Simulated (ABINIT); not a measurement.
# MgS (F-43m) in ABINIT: a series of runs

One crystal, MgS, is run at these levels: LDA, PBEsol; tasks: equation of state.

Program: ABINIT 10.8.3 (patched build). These are calculated values, not measurements. Logs are shortened: lines on timing, memory, paths and dates and some standing lists are left out, and cuts for length are marked. The log counts tension as positive stress, the text compression.

## Step 1: The crystal as given

The structure is cubic, space group F-43m (No. 216). The conventional cell has a = 5.666 Å, b = 5.666 Å, c = 5.666 Å, α = 90.00°, β = 90.00°, γ = 90.00°. S (site symmetry -43m) is surrounded by 4 Mg at 2.45 Å. Around Mg (site symmetry -43m) lie 4 S at 2.45 Å.

The cell comes from a database or a generator and needn't be the stable form of this composition.

## Step 2: Equation of state, LDA

run.abi

```
# Datasets: one volume each
ndtset 7
getwfk -1
scalecart1 3*0.9795861087
scalecart2 3*0.9864848297
scalecart3 3*0.9932883884
scalecart4 3*1.0000000000
scalecart5 3*1.0066227096
scalecart6 3*1.0131594038
scalecart7 3*1.0196128224

# Pseudopotentials
pp_dirpath "./"
pseudos "S.LDA_PW-JTH.xml, Mg.LDA_PW-JTH.xml"

# Structure
acell 3*1.0
rprim
     0.0000000000     5.3538209666     5.3538209666
     5.3538209666     0.0000000000     5.3538209666
     5.3538209666     5.3538209666     0.0000000000
ntypat 2
znucl 16 12
natom 2
typat 1 2
xred
     0.2500000000     0.2500000000     0.2500000000
     0.0000000000     0.0000000000     0.0000000000

# Plane-wave basis
ecut 20.0
pawecutdg 40.0

# k points
kptopt 1
ngkpt 8 8 8
nshiftk 1
shiftk 0.0 0.0 0.0

# Exchange and correlation
ixc 7

# Bands and occupations
nband 12
occopt 3
tsmear 0.05 eV

# SCF cycle
nstep 100
tolvrs 1.0e-9

# Output
iomode 3
prtwf 1
prtden 0
prteig 0
prtebands 0
enunit 1
```

Potentials or basis: JTH PAW LDA v2.0.

Run with:

```sh
$ abinit run.abi > log 2>&1
```

run.abo:

```text
.Version 10.8.3 of ABINIT
 DATASET    1 : space group F-4 3 m (#216); Bravais cF (face-center cubic)
================================================================================
 Values of the parameters that define the memory need for DATASET  1.
     intxc =       0    ionmov =       0      iscf =      17    lmnmax =       8
     lnmax =       4     mgfft =      30  mpssoang =       2    mqgrid =    3001
     natom =       2  nloc_mem =       2    nspden =       1   nspinor =       1
    nsppol =       1      nsym =      24    n1xccc =       1    ntypat =       2
    occopt =       3   xclevel =       1
       mpw =        1249          nfft =       27000          nkpt =          29
 PAW method is used; the additional fine FFT grid is defined by:
   mgfftf=        45    nfftf =     91125
================================================================================
================================================================================
[... 71 lines left out ...]
 DATASET    7 : space group F-4 3 m (#216); Bravais cF (face-center cubic)
================================================================================
 Values of the parameters that define the memory need for DATASET  7.
     intxc =       0    ionmov =       0      iscf =      17    lmnmax =       8
     lnmax =       4     mgfft =      32  mpssoang =       2    mqgrid =    3001
     natom =       2  nloc_mem =       2    nspden =       1   nspinor =       1
    nsppol =       1      nsym =      24    n1xccc =       1    ntypat =       2
    occopt =       3   xclevel =       1
       mpw =        1400          nfft =       32768          nkpt =          29
 PAW method is used; the additional fine FFT grid is defined by:
   mgfftf=        45    nfftf =     91125
================================================================================
================================================================================

--------------------------------------------------------------------------------
------------- Echo of variables that govern the present computation ------------
--------------------------------------------------------------------------------
 -outvars: echo values of preprocessed input variables --------
            acell      1.0000000000E+00  1.0000000000E+00  1.0000000000E+00 Bohr
              amu      3.20660000E+01  2.43050000E+01
             ecut      2.00000000E+01 Hartree
           enunit           1
           getwfk          -1
              ixc           7
           jdtset        1    2    3    4    5    6    7
         kptrlatt        8    0    0      0    8    0      0    0    8
          kptrlen1     5.93350683E+01
          kptrlen2     5.97529347E+01
          kptrlen3     6.01650369E+01
          kptrlen4     6.05715698E+01
          kptrlen5     6.09727177E+01
          kptrlen6     6.13686555E+01
          kptrlen7     6.17595492E+01
            natom           2
            nband          12
[... 80 lines left out ...]
 chkinp: Checking input parameters for consistency, jdtset=   2.
[... 40 lines left out ...]
 getcut: wavevector=  0.0000  0.0000  0.0000  ngfft=  45  45  45
         ecut(hartree)=     40.000   => boxcut(ratio)=   2.08370

--- Pseudopotential description ------------------------------------------------
- pspini: atom type   1  psp file is ./S.LDA_PW-JTH.xml
 Pseudopotential format is: paw10
 basis_size (lnmax)=  4 (lmn_size=  8), orbitals=   0   0   1   1
 Spheres core radius: rc_sph= 1.90380259
 Shapefunction is SIN type: shapef(r)=[sin(pi*r/rshp)/(pi*r/rshp)]**2
 Radius for shape functions =  1.40128485
 Compensation charge density is not taken into account in XC energy/potential

- pspini: atom type   2  psp file is ./Mg.LDA_PW-JTH.xml
 Pseudopotential format is: paw10
 basis_size (lnmax)=  4 (lmn_size=  8), orbitals=   0   0   1   1
 Spheres core radius: rc_sph= 1.90157919
 Shapefunction is SIN type: shapef(r)=[sin(pi*r/rshp)/(pi*r/rshp)]**2
 Radius for shape functions =  1.70710089
 Compensation charge density is not taken into account in XC energy/potential

   2.19006546E+02                                ecore*ucvol(ha*bohr**3)
--------------------------------------------------------------------------------

================================================================================

--- !BeginCycle
iteration_state: {dtset: 1, }
solver: {iscf: 17, nstep: 100, nline: 4, wfoptalg: 10, }
tolerances: {tolvrs: 1.00E-09, }
...
[... 1207 lines left out ...]
-Cartesian components of stress tensor (GPa)         [Pressure= -4.9030E+00 GPa]
- sigma(1 1)=  4.90296019E+00  sigma(3 2)=  0.00000000E+00
- sigma(2 2)=  4.90296019E+00  sigma(3 1)=  0.00000000E+00
- sigma(3 3)=  4.90296019E+00  sigma(2 1)=  0.00000000E+00

== END DATASET(S) ==============================================================
================================================================================

 -outvars: echo values of variables after computation  --------
            acell      1.0000000000E+00  1.0000000000E+00  1.0000000000E+00 Bohr
           etotal1    -7.3961170582E+01
           etotal2    -7.3961364632E+01
           etotal3    -7.3961289756E+01
           etotal4    -7.3960973330E+01
           etotal5    -7.3960441472E+01
           etotal6    -7.3959704984E+01
           etotal7    -7.3958789946E+01
            fcart1     1.1133018797E-47 -4.0110927445E-31 -1.1133018797E-47
                      -1.1133018797E-47  4.0110927445E-31  1.1133018797E-47
            fcart2    -0.0000000000E+00 -0.0000000000E+00 -0.0000000000E+00
                      -0.0000000000E+00 -0.0000000000E+00 -0.0000000000E+00
            fcart3    -1.5823041039E-30 -1.5823041039E-30  4.7469123116E-30
                       1.5823041039E-30  1.5823041039E-30 -4.7469123116E-30
            fcart4    -1.5716842933E-30 -1.5716842933E-30  4.7150528799E-30
                       1.5716842933E-30  1.5716842933E-30 -4.7150528799E-30
            fcart5     1.9516799570E-31 -1.9516799570E-31 -1.9516799570E-31
                      -1.9516799570E-31  1.9516799570E-31  1.9516799570E-31
[... 38 lines left out ...]
                       0.0000000000E+00  0.0000000000E+00  0.0000000000E+00
           xangst1     1.3876425201E+00  1.3876425201E+00  1.3876425201E+00
                       0.0000000000E+00  0.0000000000E+00  0.0000000000E+00
           xangst2     1.3974149725E+00  1.3974149725E+00  1.3974149725E+00
                       0.0000000000E+00  0.0000000000E+00  0.0000000000E+00
           xangst3     1.4070526218E+00  1.4070526218E+00  1.4070526218E+00
                       0.0000000000E+00  0.0000000000E+00  0.0000000000E+00
           xangst4     1.4165600224E+00  1.4165600224E+00  1.4165600224E+00
                       0.0000000000E+00  0.0000000000E+00  0.0000000000E+00
           xangst5     1.4259414881E+00  1.4259414881E+00  1.4259414881E+00
                       0.0000000000E+00  0.0000000000E+00  0.0000000000E+00
           xangst6     1.4352011078E+00  1.4352011078E+00  1.4352011078E+00
                       0.0000000000E+00  0.0000000000E+00  0.0000000000E+00
           xangst7     1.4443427626E+00  1.4443427626E+00  1.4443427626E+00
                       0.0000000000E+00  0.0000000000E+00  0.0000000000E+00
             xred      2.5000000000E-01  2.5000000000E-01  2.5000000000E-01
                       0.0000000000E+00  0.0000000000E+00  0.0000000000E+00
 Calculation completed.
```

Wall time 58 s (1 thread of Arm Neoverse V2, shared host); peak memory 0.11 GiB.

Results:

| Item | Value |
| --- | --- |
| Equilibrium volume | 21.93 Å³/atom |
| Bulk modulus | 60 GPa |
| Pressure derivative of the bulk modulus | 3.7 |

Energy against volume, from the lowest point:
```
volume (Å³/atom)  energy (meV/atom)
          21.376               2.64
          21.831               0.00
          22.285               1.02
          22.740               5.32
          23.195              12.56
          23.650              22.58
          24.105              35.03
```

Caveat: pressures at fixed basis lie under the slope of the energies.

## Step 3: Equation of state, PBEsol

run.abi, as its differences from that of step 2:

```diff
@@ -13,3 +13,3 @@
 pp_dirpath "./"
-pseudos "S.LDA_PW-JTH.xml, Mg.LDA_PW-JTH.xml"
+pseudos "S.GGA_PBE-JTH.xml, Mg.GGA_PBE-JTH.xml"
 
@@ -32,2 +32,3 @@
 pawecutdg 40.0
+pawxcdev 0
 
@@ -40,3 +41,3 @@
 # Exchange and correlation
-ixc 7
+ixc -116133
```

Potentials or basis: JTH PAW PBE v2.0.

Run with:

```sh
$ abinit run.abi > log 2>&1
```

run.abo:

```text
.Version 10.8.3 of ABINIT
 DATASET    1 : space group F-4 3 m (#216); Bravais cF (face-center cubic)
================================================================================
 Values of the parameters that define the memory need for DATASET  1.
     intxc =       0    ionmov =       0      iscf =      17    lmnmax =       8
     lnmax =       4     mgfft =      30  mpssoang =       2    mqgrid =    3001
     natom =       2  nloc_mem =       2    nspden =       1   nspinor =       1
    nsppol =       1      nsym =      24    n1xccc =       1    ntypat =       2
    occopt =       3   xclevel =       2
       mpw =        1249          nfft =       27000          nkpt =          29
 PAW method is used; the additional fine FFT grid is defined by:
   mgfftf=        45    nfftf =     91125
================================================================================
================================================================================
[... 71 lines left out ...]
 DATASET    7 : space group F-4 3 m (#216); Bravais cF (face-center cubic)
[... 1389 lines left out ...]
                       5.3437265972E-29  2.8290317279E-29 -1.1001790053E-28
            fcart5     2.4981503450E-29  2.4082296821E-46 -2.4981503450E-29
                      -2.4981503450E-29 -2.4082296821E-46  2.4981503450E-29
[... 38 lines left out ...]
                       0.0000000000E+00  0.0000000000E+00  0.0000000000E+00
           xangst1     1.3876425201E+00  1.3876425201E+00  1.3876425201E+00
                       0.0000000000E+00  0.0000000000E+00  0.0000000000E+00
           xangst2     1.3974149725E+00  1.3974149725E+00  1.3974149725E+00
                       0.0000000000E+00  0.0000000000E+00  0.0000000000E+00
           xangst3     1.4070526218E+00  1.4070526218E+00  1.4070526218E+00
                       0.0000000000E+00  0.0000000000E+00  0.0000000000E+00
           xangst4     1.4165600224E+00  1.4165600224E+00  1.4165600224E+00
                       0.0000000000E+00  0.0000000000E+00  0.0000000000E+00
           xangst5     1.4259414881E+00  1.4259414881E+00  1.4259414881E+00
                       0.0000000000E+00  0.0000000000E+00  0.0000000000E+00
           xangst6     1.4352011078E+00  1.4352011078E+00  1.4352011078E+00
                       0.0000000000E+00  0.0000000000E+00  0.0000000000E+00
           xangst7     1.4443427626E+00  1.4443427626E+00  1.4443427626E+00
                       0.0000000000E+00  0.0000000000E+00  0.0000000000E+00
             xred      2.5000000000E-01  2.5000000000E-01  2.5000000000E-01
                       0.0000000000E+00  0.0000000000E+00  0.0000000000E+00
 Calculation completed.
```

It took 84 s on 1 thread of Arm Neoverse V2, shared host; peak memory 0.13 GiB.

Results:

| Property | Result |
| --- | --- |
| Equilibrium volume | 22.60 Å³/atom |
| Bulk modulus | 57 GPa |
| Pressure derivative of the bulk modulus | 3.6 |

Energy against volume, from the lowest point:
| volume (Å³/atom) | energy (meV/atom) |
| --- | --- |
| 21.376 | 12.66 |
| 21.831 | 4.70 |
| 22.285 | 0.61 |
| 22.740 | 0.00 |
| 23.195 | 2.51 |
| 23.650 | 7.99 |
| 24.105 | 16.07 |

Caveat: pressures at fixed basis lie under the slope of the energies; the PAW data sets were made with another functional, which shifts forces and pressure a little.
